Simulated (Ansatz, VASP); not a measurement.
## One calculation of Hf3H8, two programs

INCAR

```
PREC     = Accurate       # precision mode
ENCUT    = 600            # plane-wave cutoff, eV
EDIFF    = 1E-7           # SCF threshold, eV
ISMEAR   = 0              # smearing method
SIGMA    = 0.1            # smearing width, eV
LREAL    = False          # projectors in reciprocal space
LASPH    = True           # aspherical terms in the spheres
NELM     = 60             # most SCF steps
ALGO     = Normal         # electronic algorithm
ISIF     = 3              # what is computed and relaxed
LWAVE    = False          # write WAVECAR
LCHARG   = False          # write CHGCAR
GGA      = PE             # functional
IBRION   = 2              # ionic algorithm
NSW      = 90             # ionic steps
EDIFFG   = -0.04          # ionic threshold
```

KPOINTS

```
Automatic mesh
0
Gamma
  4 4 4
```

Contents of POSCAR:

```
Hf3H8
1.0
    4.0713032200      0.0000000000      0.0000000000
    0.0000000000      4.0713032200      0.0000000000
    0.0000000000      0.0000000000      4.0713032200
Hf H
3 8
Direct
    0.5000000000      0.0000000000      0.0000000000
    0.0000000000      0.5000000000      0.0000000000
    0.0000000000      0.0000000000      0.5000000000
    0.5826107600      0.5826107600      0.5826107600
    0.4173892400      0.4173892400      0.5826107600
    0.4173892400      0.5826107600      0.4173892400
    0.5826107600      0.4173892400      0.4173892400
    0.5826107600      0.5826107600      0.4173892400
    0.4173892400      0.4173892400      0.4173892400
    0.5826107600      0.4173892400      0.5826107600
    0.4173892400      0.5826107600      0.5826107600
```

Input for Ansatz:

```yaml
crystal:
  lattice:
    - [4.07130322, 0.0, 0.0]
    - [0.0, 4.07130322, 0.0]
    - [0.0, 0.0, 4.07130322]
  atoms:
    - { symbol: Hf, position: [0.5, 0.0, 0.0] }
    - { symbol: Hf, position: [0.0, 0.5, 0.0] }
    - { symbol: Hf, position: [0.0, 0.0, 0.5] }
    - { symbol: H, position: [0.58261076, 0.58261076, 0.58261076] }
    - { symbol: H, position: [0.41738924, 0.41738924, 0.58261076] }
    - { symbol: H, position: [0.41738924, 0.58261076, 0.41738924] }
    - { symbol: H, position: [0.58261076, 0.41738924, 0.41738924] }
    - { symbol: H, position: [0.58261076, 0.58261076, 0.41738924] }
    - { symbol: H, position: [0.41738924, 0.41738924, 0.41738924] }
    - { symbol: H, position: [0.58261076, 0.41738924, 0.58261076] }
    - { symbol: H, position: [0.41738924, 0.58261076, 0.58261076] }
basis:
  ecutwfc: 420
kpoints:
  mp_grid: { grid: [4, 4, 4] }
hamiltonian:
  xc: pbe
scf:
  occupations: { method: gaussian, width: 0.1 }
  lower_state_search: "off"
output:
  forces: true
  stress: true
  eigenvalues: true
relax:
  adjacent_minimum: "off"
  f_tol: 0.04
  max_steps: 70
  cell: { stress_tol: 0.4 }
```

Alike in both runs: task relaxation of cell and atoms; functional PBE; k mesh 4 × 4 × 4; occupations gaussian, width 0.1 eV; no spin polarisation.

|  | VASP | Ansatz |
| --- | --- | --- |
| version | VASP 6.6.1 | Ansatz 0.2.0 |
| potentials or method | VASP PAW PBE potentials, release 64 (Hf_pv, H) | scalar-relativistic, plane waves, PAW |
| plane-wave cutoff (eV) | 600 | 420 |
| valence electrons in the cell | 38 | 86 |

VASP gave:

| Item | Value |
| --- | --- |
| gap on the k mesh at the Fermi level, each at its own relaxed structure (eV) | none |
| relaxed volume (Å³/atom) | 9.06 |
| relaxed cell length with the largest relative difference (Å) | 4.636 |
| energy change over the relaxation (meV/atom) | -3752 |

**Question.** Which values does Ansatz return?

**Answer.** gap on the k mesh at the Fermi level, each at its own relaxed structure (eV): none; relaxed volume (Å³/atom): 9.13; relaxed cell length with the largest relative difference (Å): 4.648; energy change over the relaxation (meV/atom): -3747.

A gap of «none» marks a metal or a gap that the smearing closes. The two sets of potentials don't hold the same shells in valence.

Caveats: the k mesh is coarse (spacing up to 0.39 Å⁻¹), so the values aren't converged; the volume moved by over 15 % at a fixed basis, so the end points are rough (VASP). Spin-orbit coupling is left out, which matters for the levels of Hf.
